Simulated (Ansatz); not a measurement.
# Ca on Mg(0001): change of the work function

How does one ordered layer of Ca (fcc site) change the work function of Mg(0001), and what dipole does each adsorbate carry?

Main program and level: Ansatz 0.2.0; plane-wave DFT, PBE, Ansatz PAW.

## 1. The starting structure

The cell holds 4 atoms: 4 Mg. Cell: a = 3.210 Å, b = 3.210 Å, c = 25.820 Å, α = 90.0°, β = 90.0°, γ = 60.0°. Vacuum lies along c.

## 2. The clean slab

The bare slab comes first, as the zero from which every change is counted. The two lowest layers are held at bulk places and the upper ones relax. The dipole correction removes the false field that a one-sided slab makes across the periodic vacuum, so each face gets a flat vacuum level of its own.

Contents of input.yaml:

```yaml
crystal:
  lattice:
    - [3.21, 0.0, 0.0]
    - [1.605, 2.7799415461, 0.0]
    - [0.0, 0.0, 25.81956]
  atoms:
    - { symbol: Mg, position: [0.6666666667, 0.6666666667, 0.3485729424] }
    - { symbol: Mg, position: [0.0, 0.0, 0.4495243141] }
    - { symbol: Mg, position: [0.6666666667, 0.6666666667, 0.5504756859] }
    - { symbol: Mg, position: [0.0, 0.0, 0.6514270576] }
kpoints:
  mp_grid: { grid: [12, 12, 1] }
hamiltonian:
  xc: pbe
scf:
  occupations: { method: fermi_dirac, width: 0.1 }
  convergence: { dr2_threshold: 1.0e-08 }
efield:
  axis: 3
  dipole_correction: true
  ramp_position: 0.97
  ramp_width: 0.06
relax:
  f_tol: 0.02
  max_steps: 60
  constraints: [{ sites: [0, 1] }]
output:
  write_potential: true
  write_density: true
  volumetric_format: npy
```

The run is started by

```
$ ansatz run input.yaml --threads 2 --pin off --max-ram 3072MiB --backend cpu --events-out ev --progress --plain --runs-dir out
```

Numbers of over 12 decimals in the logs are rounded to 6 here.

Output:

```text
Engine: ansatz 0.2.0, aarch64-unknown-linux-gnu
Pseudopotentials: kind: paw
Pseudopotential: Mg, paw, valence charge 10, recommended cutoff 420 eV (normal), Mg.paw.azcp
Functional definition: PBE
  parameter kappa = 0.804
  parameter beta = 0.066725
  exchange = pbe_x(kappa = kappa, mu = beta*pi^2/3)
  correlation = pbe_c(beta = beta)
Crystal: 4 atoms, lattice volume = 230.404 Å³
Basis set: ecut = 420 eV, 4575 PW (Γ), exchange–correlation on 48×48×360 points (8 copies of the dense FFT grid, shifted against one another)
Bands: 24, of which v1, the nominal top of the filled ones, is band 20 counted from 1 (19 counted from 0)
Symmetry: 6 space group operations
k-points: 19 of 144 (time reversal used)
Non-local potential: Mg, projectors of the file, l = 0: 3, l = 1: 2, l = 2: 1
PAW form: soft (Blöchl's): semilocal exchange-correlation on the pseudo side does not see the compensation charge
PAW one-centre angular grid: Mg, 110 points (default); XC on 64 Gauss nodes
Initial density: superposition of atomic densities (neutral atoms: chi_scale 0, normalization atom), corrected by the library's trained network
Initial wavefunctions: pseudopotential atomic-orbital guess
Functional: x = pbe(κ = 0.804, μ = 0.219515), c = pbe(β = 0.066725)
SCF iter   1: F=—  HF=-7694.613554 eV  |F-HF|=—  |Δ(HF+E_count)|=         —  Δρ=7.47e-4  dr2=5.39e-3  ethr=1.77e-3  p=0.000 e·Å  D=2.46e-14 V/Å  ΔV_dip=-0.00 eV  dr2_dipole=1.19e-8  V_vac-E_F(+/−)=3.79/3.79 eV  ⟨swp⟩=8.1  Hψ=2477  notcnv=0
efield: sawtooth ramp at fractional position 0.9700 (set: `efield.ramp_position`, or a place that a band, a saddle search or an elastic batch's reference lends), width 0.0600; the density the first Hamiltonian is built on has a dipole p = 0.000 e·Å; the dipole correction subtracts the counter field D = 2.46e-14 V/Å, which shifts the + side's vacuum level by -0.00 eV against the − side's; the planar-averaged density in the ramp window peaks in size at 1.5e-5 e/Å³
preconditioner: auto → LDOS  [metal: Δε(μ)=0.163 eV  Ē_g=4.548 eV  σ=0.100 eV  W_gap=0.39  n_scr=16 (ndim 8)  ℏωp=6.9 eV  f_vac=0.528  D(μ)=2.23/eV (n_scr^D=10)  β→1.0]
SCF iter   2: F=—  HF=-7694.613893 eV  |F-HF|=—  |Δ(HF+E_count)|=   3.39e-4  Δρ=2.82e-4  dr2=3.90e-4  ethr=1.35e-5  p=0.000 e·Å  D=1.21e-5 V/Å  ΔV_dip=-0.00 eV  dr2_dipole=1.36e-8  V_vac-E_F(+/−)=3.82/3.82 eV  ⟨swp⟩=2.1  Hψ=706  notcnv=0
SCF iter   3: F=—  HF=-7694.613926 eV  |F-HF|=—  |Δ(HF+E_count)|=   3.33e-5  Δρ=9.30e-5  dr2=4.23e-5  ethr=9.74e-7  p=-0.000 e·Å  D=-6.17e-8 V/Å  ΔV_dip=0.00 eV  dr2_dipole=1.63e-10  V_vac-E_F(+/−)=3.80/3.80 eV  ⟨swp⟩=2.3  Hψ=617  notcnv=0
SCF iter   4: F=—  HF=-7694.613948 eV  |F-HF|=—  |Δ(HF+E_count)|=   2.17e-5  Δρ=2.68e-5  dr2=4.91e-6  ethr=1.06e-7  p=-0.000 e·Å  D=-1.81e-7 V/Å  ΔV_dip=0.00 eV  dr2_dipole=5.11e-11  V_vac-E_F(+/−)=3.79/3.79 eV  ⟨swp⟩=2.0  Hψ=527  notcnv=0
SCF iter   5: F=—  HF=-7694.613928 eV  |F-HF|=—  |Δ(HF+E_count)|=   2.00e-5  Δρ=6.90e-6  dr2=4.92e-7  ethr=1.23e-8  p=-0.000 e·Å  D=-1.79e-7 V/Å  ΔV_dip=0.00 eV  dr2_dipole=4.99e-11  V_vac-E_F(+/−)=3.79/3.79 eV  ⟨swp⟩=2.1  Hψ=509  notcnv=0
SCF iter   6: F=—  HF=-7694.613928 eV  |F-HF|=—  |Δ(HF+E_count)|=   2.89e-7  Δρ=1.60e-6  dr2=2.03e-8  ethr=1.23e-9  p=-0.000 e·Å  D=-9.30e-8 V/Å  ΔV_dip=0.00 eV  dr2_dipole=1.09e-12  V_vac-E_F(+/−)=3.79/3.79 eV  ⟨swp⟩=2.0  Hψ=530  notcnv=0
SCF iter   7: F=-7694.613928 eV  HF=-7694.613928 eV  |F-HF|=7.82e-10  |Δ(HF+E_count)|=   7.81e-9  Δρ=3.80e-7  dr2=3.38e-10  ethr=2.50e-11  p=-0.000 e·Å  D=-9.14e-9 V/Å  ΔV_dip=0.00 eV  dr2_dipole=5.83e-13  V_vac-E_F(+/−)=3.79/3.79 eV  ⟨swp⟩=8.7  Hψ=2633  notcnv=0
SCF 1 converged in 7 iterations: F = -7694.613928 eV  dr2 = 3.38e-10
  greatest PAW one-centre occupation: 1.000 electrons in one spin orbital (limit 2), on the Mg atom at site 2 (counted from 0), in its partial waves of l = 0
relax step   1: F+E_penalty+E_count = -7694.61392834 eV  Δ(F+E_penalty+E_count) = +0.000e0 eV  max|allowed force component| = 4.415e-2 eV/Å  Δτ_max = 0.0000 Å  (7 SCF iters, accepted)
Initial density: handed on by an earlier stage of this run
Initial wavefunctions: those handed on with the density
iter 1 solved again at ethr=7.55e-6 eV; its pass at ethr=3.10e-3 eV (dr2=3.02e-3 eV) is discarded
SCF iter   1: F=—  HF=-7694.614722 eV  |F-HF|=—  |Δ(HF+E_count)|=         —  Δρ=2.19e-4  dr2=9.85e-4  ethr=7.55e-6  p=-0.000 e·Å  D=-2.55e-8 V/Å  ΔV_dip=0.00 eV  dr2_dipole=5.18e-5  V_vac-E_F(+/−)=3.79/3.79 eV  ⟨swp⟩=2.3  Hψ=1585  notcnv=0
efield: sawtooth ramp at fractional position 0.9700 (set: `efield.ramp_position`, or a place that a band, a saddle search or an elastic batch's reference lends), width 0.0600; the density the first Hamiltonian is built on has a dipole p = -0.000 e·Å; the dipole correction subtracts the counter field D = -2.55e-8 V/Å, which shifts the + side's vacuum level by +0.00 eV against the − side's; the planar-averaged density in the ramp window peaks in size at 3.7e-7 e/Å³
preconditioner: auto → LDOS  [metal: Δε(μ)=0.173 eV  Ē_g=4.535 eV  σ=0.100 eV  W_gap=0.41  n_scr=16 (ndim 8)  ℏωp=6.9 eV  f_vac=0.529  D(μ)=2.24/eV (n_scr^D=10)  β→1.0]
SCF iter   2: F=—  HF=-7694.614660 eV  |F-HF|=—  |Δ(HF+E_count)|=   6.20e-5  Δρ=7.35e-5  dr2=3.77e-5  ethr=2.46e-6  p=-0.000 e·Å  D=-6.75e-5 V/Å  ΔV_dip=0.00 eV  dr2_dipole=1.71e-6  V_vac-E_F(+/−)=3.79/3.79 eV  ⟨swp⟩=2.0  Hψ=503  notcnv=0
SCF iter   3: F=—  HF=-7694.614689 eV  |F-HF|=—  |Δ(HF+E_count)|=   2.89e-5  Δρ=2.08e-5  dr2=3.89e-6  ethr=9.43e-8  p=0.000 e·Å  D=9.60e-5 V/Å  ΔV_dip=-0.00 eV  dr2_dipole=1.75e-10  V_vac-E_F(+/−)=3.79/3.79 eV  ⟨swp⟩=2.0  Hψ=776  notcnv=0
SCF iter   4: F=—  HF=-7694.614664 eV  |F-HF|=—  |Δ(HF+E_count)|=   2.51e-5  Δρ=5.71e-6  dr2=4.02e-7  ethr=9.72e-9  p=0.000 e·Å  D=1.11e-4 V/Å  ΔV_dip=-0.00 eV  dr2_dipole=1.71e-8  V_vac-E_F(+/−)=3.79/3.79 eV  ⟨swp⟩=2.0  Hψ=522  notcnv=0
SCF iter   5: F=-7694.614664 eV  HF=-7694.614664 eV  |F-HF|=2.86e-9  |Δ(HF+E_count)|=   3.01e-8  Δρ=1.43e-6  dr2=7.85e-9  ethr=2.50e-11  p=0.000 e·Å  D=1.31e-4 V/Å  ΔV_dip=-0.00 eV  dr2_dipole=1.09e-9  V_vac-E_F(+/−)=3.79/3.79 eV  ⟨swp⟩=7.8  Hψ=2951  notcnv=0
SCF 2 converged in 5 iterations: F = -7694.614664 eV  dr2 = 7.85e-9
  greatest PAW one-centre occupation: 1.000 electrons in one spin orbital (limit 2), on the Mg atom at site 1 (counted from 0), in its partial waves of l = 0
relax step   2: F+E_penalty+E_count = -7694.61466413 eV  Δ(F+E_penalty+E_count) = -7.358e-4 eV  max|allowed force component| = 1.544e-2 eV/Å  Δτ_max = 0.0287 Å  (5 SCF iters, accepted)
NSCF: frozen V_eff on 19 k-points
the band table was solved once a step of the walk had ended and its energy, with any forces and stress, was formed, with the checks that follow a solve (2497 applications of the Hamiltonian). They found nothing against the state; the energy, forces and stress were not computed again (output.eigenvalues in the input reference)
WARN: The output density's exchange-correlation potential varies sharply where the density is thin. Do not read a vacuum level from v_tot or v_xc, or from such a field of the output density. On a cell that repeats whose density bears no net charge and no dipole along the vacuum's axis use v_es (v_loc + v_h of the components); under efield.dipole_correction with no amplitude use v_es + v_field, which holds any externa [...]
SCF converged after 5 iterations
Free energy (F): -7694.614664 eV
Harris-Foulkes:  -7694.614664 eV  (|F-HF|=2.86e-9)
Internal energy: -7694.543245 eV  (E = F + TS)
E sigma→0 (E₀):  -7694.578954 eV
Entropy (-TS):   -0.071420 eV (-17.855 meV/atom)
Fermi energy:    0.029478 eV
Dipole field:    D = 0.000172 V/Å  (p = 0.000219 e·Å, saw-weighted, corrected)
Work function:   Φ+ = 3.7873 eV   Φ− = 3.7918 eV
Levels:          The Fermi level and band energies are counted from a zero that moves with the ramp; work functions are not
--- Per-component energies (eV) ---
  E_band       = -1655.090314
  E_kinetic    = 297.500952
  E_local      = -32041.579254  (includes V_loc(G=0)·N_el)
  E_nonlocal   = 383.077104
  E_hartree    = 14982.417458
  E_xc         = -112.093321
  E_vxc        = -144.525410  (∫ρ·V_xc dr)
  E_paw        = -1170.697246  (= ΣΔE_a)
  E_vpaw       = -114.398191  (= ΣTr[D̂ρ^β])
  E_aug_tail   = -0.000015  (compensation charges beyond the density's cutoff)
  E_efield     = 0.000000  (sawtooth field / dipole correction)
  E_vefield    = -0.000058  (∫n·V_field dr)
  E_ewald      = 9966.831076
  E_smearing   = -0.071420  (= −TS)
  E_closure    = 0.000000  (closes the sum)
  Σ components = -7694.614664   (vs F -7694.614664, Δ=0.00e0)
--- Forces (eV/Å), atoms counted from 1 ---
  atom   1  Mg    -0.00000000     0.00000000    -0.04352536
  atom   2  Mg     0.00000000    -0.00000000     0.03942649
  atom   3  Mg    -0.00000000     0.00000000    -0.01135307
  atom   4  Mg     0.00000000    -0.00000000     0.01543568
  max |Σ_I F_I| component: 1.63e-5 eV/Å
--- Band table (eV; the first three rows and the last of 19) ---
  k-point 0: bands = [... 16 lower, -6.5118, -5.7358, -4.4563, -2.7079, -0.9499, 1.2324, 2.8336, 3.6962]
  k-point 1: bands = [... 16 lower, -6.3761, -5.6010, -4.3227, -2.5750, -0.8237, 1.3598, 2.9633, 3.8279]
  k-point 2: bands = [... 16 lower, -5.9704, -5.1979, -3.9232, -2.1781, -0.4451, 1.7374, 3.3475, 4.2198]
  k-point 18: bands = [... 16 lower, -0.2640, -0.2571, -0.2503, 0.4095, 0.4203, 0.4303, 1.5893, 2.1911]
--- Relaxed structure (2 steps of the walk, 2 accepted, 0 SCFs on fresh bases) ---
  F+E_penalty+E_count = -7694.61466413 eV   max|allowed force component| = 1.544e-2 eV/Å
  atoms:
    - { symbol: Mg, position: [0.666667, 0.666667, 0.348573] }
    - { symbol: Mg, position: [0.0, 0.0, 0.449524] }
    - { symbol: Mg, position: [0.666667, 0.666667, 0.550673] }
    - { symbol: Mg, position: [0, 0, 0.652538] }
```

The job ended after 5.4 s (2 threads of Arm Neoverse V2, shared host; peak memory 0.43 GiB).

Relaxation path:

| step | energy less that of the first step (eV) | largest force component (eV/Å) |
| --- | --- | --- |
| 1 | 0.0000 | 0.0442 |
| 2 | -0.0007 | 0.0154 |

The run keeps the 6 symmetry operations that it works with, so distortions that break them were not tested.

The atoms that moved most (Å):

| atom | dx | dy | dz | length |
| --- | --- | --- | --- | --- |
| Mg4 | 0.000 | 0.000 | 0.029 | 0.029 |
| Mg3 | 0.000 | 0.000 | 0.005 | 0.005 |

The relaxed structure:

```xyz
4
Lattice="3.2100 0.0000 0.0000 1.6050 2.7799 0.0000 0.0000 0.0000 25.8196" Properties=species:S:1:pos:R:3
Mg    3.2100    1.8533    9.0000
Mg    0.0000    0.0000   11.6065
Mg    3.2100    1.8533   14.2181
Mg    0.0000    0.0000   16.8482
```

Numbers from this step:

- energy at zero smearing: -7694.5790 eV
- work function, upper face: 3.787 eV
- dipole along the normal: 2.19e-4 e·Å

Running mean over 2.60652 Å of the planar mean; the ramp of the sawtooth is left out. Electron's electrostatic potential energy less the Fermi level against z:

z (Å), electron's electrostatic potential energy less the Fermi level (eV) and a bar from the least value:
```
      3.5       3.79 ##############################
      4.0       3.79 ##############################
      4.5       3.79 ##############################
      5.0       3.78 ##############################
      5.5       3.74 ##############################
      6.0       3.64 #############################
      6.5       3.35 ############################
      7.0       2.60 #########################
      7.5       0.69 ##################
      8.0      -2.09 ########
      8.5      -3.58 ##
      9.0      -4.02 
      9.5      -4.07 
     10.0      -4.04 
     10.5      -4.02 
     11.0      -4.01 
     11.5      -4.00 
     12.0      -3.99 
     12.5      -3.98 
     13.0      -3.98 
     13.5      -3.99 
     14.0      -4.00 
     14.5      -3.99 
     15.0      -3.95 
     15.5      -3.89 #
     16.0      -3.97 
     16.5      -4.06 
     17.0      -3.95 
     17.5      -3.30 ###
     18.0      -1.31 ###########
     18.5       1.45 #####################
     19.0       2.90 ###########################
     19.5       3.47 #############################
     20.0       3.68 ##############################
     20.5       3.75 ##############################
     21.0       3.78 ##############################
     21.5       3.78 ##############################
     22.0       3.79 ##############################
     22.5       3.79 ##############################
```

The relaxation took 2 steps and lowered the energy by 7.4e-4 eV; the largest force on the free atoms ends at 0.015 eV/Å.

The work function of the upper face is 3.79 eV.

(Part 1 of 2 ends here.)

[Logs are printed without paths, hosts, clocks, repeated set-up lines and the standing remarks that a program may print on its own settings, such as how far it seeks lower states.]

[Hosts, paths, dates, database ids (printed as entryN), source tags and the programs' standing remarks are cut or masked in the printed files.]

[Maps of the electrostatic potential energy from Ansatz leave out the sawtooth potential of an applied field or a dipole correction, so their vacuum need not be flat; planar profiles and work functions include it.]
